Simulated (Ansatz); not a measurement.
NaF: input and output

input.yaml (Ansatz 0.2.0)

```yaml
crystal:
  lattice:
    - [-4.453728, 2.218124, 2.066498]
    - [2.381866, 0.051217, 2.325285]
    - [2.311126, 2.26469, 0.121958]
  atoms:
    - { symbol: Na, position: [0.982524, 0.010542, 0.931147] }
    - { symbol: Na, position: [0.503101, 0.480243, 0.503582] }
    - { symbol: F, position: [0.280896, 0.822017, 0.649606] }
    - { symbol: F, position: [0.698816, 0.317428, 0.207451] }
kpoints:
  mp_grid: { grid: [4, 7, 7], shift: [0.5, 0.0, 0.0] }
magnetization:
  spin_polarized: false
scf:
  occupations: { method: gaussian, width: 0.0289 }
  lower_state_search: "off"
  max_iter: 200
hamiltonian:
  pseudopotentials: { kind: paw }
  xc: lda
basis:
  ecutwfc: 420
  fft_grid_basis: typed
output:
  forces: true
  stress: true
  eigenvalues: true
  bader: true
  populations: true
  elf: true
  write_potential: true
  volumetric_format: npy
  dos:
    e_range: [-12, 8]
    de: 0.05
    projected: { site_lists: { F: [F], Na: [Na] } }
checkpoint:
  read: saved_state
```

The run starts from an earlier solution of this cell. 

Excerpt of what it printed:

```
SCF iter   1: F=—  Δρ=5.98e-4  dr2=6.47e-5
SCF iter   2: F=—  Δρ=2.98e-4  dr2=1.49e-5
SCF iter   3: F=—  Δρ=1.45e-4  dr2=5.93e-6
SCF iter   4: F=-4525.5384 eV  Δρ=1.56e-5  dr2=5.07e-8
Free energy (F): -4525.5384 eV
Harris-Foulkes:  -4525.5384 eV  (|F-HF|=2.03e-9)
Internal energy: -4525.5384 eV  (E = F + TS)
E sigma→0 (E₀):  -4525.5384 eV
Fermi energy:    4.6197 eV
--- Per-component energies (eV) ---
  E_band       = -448.0337
  E_kinetic    = 657.3658
  E_local      = -3346.1135  (includes V_loc(G=0)·N_el)
  E_nonlocal   = 385.8990
  E_hartree    = 1187.0777
  E_xc         = -235.1331
  E_vxc        = -304.9599  (∫ρ·V_xc dr)
  E_paw        = -864.4848  (= ΣΔE_a)
  E_vpaw       = -214.3825  (= ΣTr[D̂ρ^β])
  E_aug_tail   = 0.0040  (compensation charges beyond the density's cutoff)
  E_ewald      = -2310.6618
  E_core_change = 0.5083  (= ΣΔE_core)
  E_smearing   =  0.0000  (= −TS)
--- Forces (eV/Å), atoms counted from 1 ---
  atom   1  Na    -0.1530     0.1936     0.4353
  atom   2  Na     1.1814    -0.6525     0.7700
  atom   3  F      0.8800    -0.4475    -1.6165
  atom   4  F     -1.9086     0.9068     0.4110
--- Stress (GPa, compression-positive) ---
        7.3001       0.9205      -1.9907
        0.9205       2.3503      -0.6131
       -1.9907      -0.6131       6.2182
  P = ⅓ Tr σ = 5.2896 GPa (52.896 kbar)
--- Löwdin populations: 4 sites ---
  site symbol       q [e]
     0     Na      8.2205
     1     Na      8.2156
     2      F      7.7287
     3      F      7.7340
  spilling = 0.0032 (of n_electrons = 32.0000)
```

Origin: a strained cell with displaced atoms, so it need not be a known compound. Caveats: atoms or cell far from equilibrium.
